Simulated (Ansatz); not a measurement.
Computed with Ansatz, DFT PBE, scalar-relativistic, plane waves, PAW. Several structures of AlH₄ were relaxed, and the powder pattern of one of them was computed from 10° to 70° in 2θ (λ = 1.5406 Å; lines under 1 % are left out).

Cu Kα1 powder pattern (kinematic, no thermal factors).
| 2θ (°) | relative intensity |
| --- | --- |
| 22.03 | 100 |
| 31.35 | 38 |
| 37.67 | 6 |
| 44.07 | 28 |
| 44.93 | 8 |
| 49.80 | 20 |
| 50.58 | 19 |
| 60.03 | 15 |
| 64.75 | 18 |
| 65.42 | 5 |
| 69.94 | 3 |

Task: Which structure gives it?
1.

```cif
data_structure
_symmetry_space_group_name_H-M 'P-6m2'
_symmetry_Int_Tables_number 187
_cell_length_a 3.0408
_cell_length_b 3.0408
_cell_length_c 5.6800
_cell_angle_alpha 90.000
_cell_angle_beta 90.000
_cell_angle_gamma 120.000
_cell_volume 45.48
loop_
_atom_site_label
_atom_site_type_symbol
_atom_site_symmetry_multiplicity
_atom_site_Wyckoff_symbol
_atom_site_fract_x
_atom_site_fract_y
_atom_site_fract_z
_atom_site_occupancy
Al1 Al 1 a 0.00000 0.00000 0.00000 1
H1 H 1 d 0.33333 0.66667 0.50000 1
H2 H 2 h 0.33333 0.66667 0.32744 1
H3 H 1 c 0.33333 0.66667 0.00000 1
```

2.

```cif
data_structure
_symmetry_space_group_name_H-M 'P4/mmm'
_symmetry_Int_Tables_number 123
_cell_length_a 4.0318
_cell_length_b 4.0318
_cell_length_c 2.3858
_cell_angle_alpha 90.000
_cell_angle_beta 90.000
_cell_angle_gamma 90.000
_cell_volume 38.78
loop_
_atom_site_label
_atom_site_type_symbol
_atom_site_symmetry_multiplicity
_atom_site_Wyckoff_symbol
_atom_site_fract_x
_atom_site_fract_y
_atom_site_fract_z
_atom_site_occupancy
Al1 Al 1 c 0.50000 0.50000 0.00000 1
H1 H 4 k 0.74459 0.74459 0.50000 1
```

3.

```cif
data_structure
_symmetry_space_group_name_H-M 'I4/mmm'
_symmetry_Int_Tables_number 139
_cell_length_a 3.4841
_cell_length_b 3.4841
_cell_length_c 8.4651
_cell_angle_alpha 90.000
_cell_angle_beta 90.000
_cell_angle_gamma 90.000
_cell_volume 102.76
loop_
_atom_site_label
_atom_site_type_symbol
_atom_site_symmetry_multiplicity
_atom_site_Wyckoff_symbol
_atom_site_fract_x
_atom_site_fract_y
_atom_site_fract_z
_atom_site_occupancy
Al1 Al 2 a 0.00000 0.00000 0.00000 1
H1 H 4 e 0.00000 0.00000 0.19678 1
H2 H 4 c 0.00000 0.50000 0.00000 1
```

Result: 2. Its strongest line, at 2θ = 22.03°, has d = λ/(2 sin θ) = 4.032 Å and is the (1 0 0) reflection of the conventional P4/mmm cell with a = 4.032 Å, c = 2.386 Å. The others have their strongest lines at 15.6° (1); 27.7° (3).

The cells needn't be stable.
